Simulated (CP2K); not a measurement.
**Al under changes of volume**

One of the cells (20.163 Å³/atom); the others are scaled copies at fixed shape and fractional positions:

```
CELL_PARAMETERS angstrom
2.72176 0.00000 0.00000
0.00000 2.72176 0.00000
0.00000 0.00000 2.72176
ATOMIC_POSITIONS crystal
Al 0.00000 0.00000 0.00000
```

The cell was built by a generator and needn't be a form met in nature.

```yaml
Program: CP2K 2026.2
Functional: LDA
Potentials_or_basis: GTH_POTENTIALS Al GTH-PADE-q3; TZVP-MOLOPT-PBE-GTH basis
Density_cutoff: 6123 eV
k_mesh: 10 × 10 × 10
Occupations: fermi-dirac, width 0.05 eV
Spin: no spin polarisation
```

```tsv
volume (Å³/atom)	energy over the lowest point (meV/atom)	pressure (GPa)
18.953	?	?
19.356	0.00	-0.3
19.759	2.06	-1.4
20.163	7.01	-2.5
20.566	14.61	-3.5
20.969	24.60	-4.4
21.373	36.72	-5.2
```

Q: What does the run at 18.953 Å³/atom give?

A: Energy over the lowest point 0.91 meV/atom; pressure 1.0 GPa.

Worked out: A Birch-Murnaghan fit of order 3 (a polynomial in V^(-2/3)) to the other rows has its minimum at 19.30 Å³/atom, just outside them, with B0 = V·E''(V) = 63 GPa and B' = 4.0. It gives 1.20 meV/atom at 18.953 Å³/atom, against the run's 0.91, and -dE/dV = 1.2 GPa, against 1.0.

Energies are extrapolated to zero smearing.

Caveats: the basis of atomic orbitals isn't converged, which shifts pressures, moduli and gaps.
